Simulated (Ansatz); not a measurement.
# Cu: the cost of one run

Computed with Ansatz 0.2.0 (reference: DFT PBE, plane waves, PAW, scalar-relativistic, no spin polarisation, unless a step's input says otherwise).

## Step 1: The structure to begin with

It takes space group Fm-3m (No. 225, cubic). The conventional cell has a = 3.761 Å, b = 3.761 Å, c = 3.761 Å, α = 90.00°, β = 90.00°, γ = 90.00°. Cu (site symmetry m-3m) is surrounded by 12 Cu at 2.66 Å.

As a file:

```cif
data_structure
_symmetry_space_group_name_H-M 'Fm-3m'
_symmetry_Int_Tables_number 225
_cell_length_a 3.7614
_cell_length_b 3.7614
_cell_length_c 3.7614
_cell_angle_alpha 90.000
_cell_angle_beta 90.000
_cell_angle_gamma 90.000
_cell_volume 53.22
loop_
_atom_site_label
_atom_site_type_symbol
_atom_site_symmetry_multiplicity
_atom_site_Wyckoff_symbol
_atom_site_fract_x
_atom_site_fract_y
_atom_site_fract_z
_atom_site_occupancy
Cu1 Cu 4 a 0.00000 0.00000 0.00000 1
```

## Step 2: Baseline

Contents of input.yaml:

```yaml
crystal:
  lattice:
    - [0.0, 1.88068, 1.88068]
    - [1.88068, 0.0, 1.88068]
    - [1.88068, 1.88068, 0.0]
  atoms:
    - { symbol: Cu, position: [0.0, 0.0, 0.0] }
  symmetry: { tolerance: 0.0003 }
kpoints:
  mp_grid: { grid: [8, 8, 8], shift: [0, 0, 0] }
magnetization:
  spin_polarized: false
scf:
  occupations: { method: gaussian, width: 0.0257 }
hamiltonian:
  pseudopotentials: { kind: paw }
  xc: pbe
basis:
  ecutwfc: 420
output:
  forces: true
  stress: true
  eigenvalues: true
relax:
  max_steps: 40
  cell: {}
```

The run is started by

```console
$ ansatz run input.yaml --threads 1 --pin off --max-ram 2560MiB --backend cpu --events-out ev --progress --plain --runs-dir out
```

Q: Estimate wall time and peak memory on 1 thread of Arm Neoverse V2, shared host.

About 3.8 s, with a peak of 0.26 GiB.
